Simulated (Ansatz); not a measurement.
CaF₂ (fluorite structure)

Computed with Ansatz (plane waves, PAW, 420 eV cutoff): PBE with spin–orbit coupling, two-component spinors, 8×8×8 k-mesh, Gaussian smearing of 0.05 eV. The datasets are Ansatz's generated set soft_2.

```xyz
3
Lattice="0.0000 2.7555 2.7555 2.7555 0.0000 2.7555 2.7555 2.7555 0.0000" Properties=species:S:1:pos:R:3 pbc="T T T"
Ca    0.0000    0.0000    0.0000
F     1.3777    1.3777    1.3777
F     4.1332    4.1332    4.1332
```

The start was a prototype's sites filled with these elements; the Crystallography Open Database holds the compound in this structure.

Cell and atoms are those of this level's equilibrium.

The cell has space group Fm-3m (read at 0.01 Å). In it the stress is 0.00, 0.00, 0.00, 0.00, 0.00, 0.00 GPa and the largest force component 0.000 eV/Å. Each change below starts from this cell, without further relaxation. Stress is in GPa, positive in compression, in the order xx, yy, zz, yz, xz, xy; energies are counted from the cell above.

Problem. One atom was moved along a Cartesian axis, and these forces appeared. Which atom, and about how far?
| atom | Fx (eV/Å) | Fy | Fz |
| --- | --- | --- | --- |
| Ca1 | 0.000 | 0.093 | 0.000 |
| F2 | 0.000 | 0.117 | 0.000 |
| F3 | 0.000 | -0.210 | 0.000 |

Solution. Atom 3 (F) is moved by 0.05 Å along y; the energy changes by 5.3 meV per cell.

Problem. What stress follows from an engineering strain of 2 % in yz, atoms carried along?

Solution. 0.04, 0.04, 0.04, -0.66, 0.00, 0.00 GPa; the energy changes by 1.7 meV per cell.
```
atom  Fx (eV/Å)     Fy     Fz
 Ca1      0.000  0.000  0.000
  F2     -0.039  0.000  0.000
  F3      0.039  0.000  0.000
```
The change of the stress over the strain gives a clamped-atom stiffness of about 33 GPa for this component.
In a harmonic crystal the energy would rise by V(½Cε² − σ₀ε), with σ₀ the stress of the unstrained cell, = 1.7 meV, which matches.

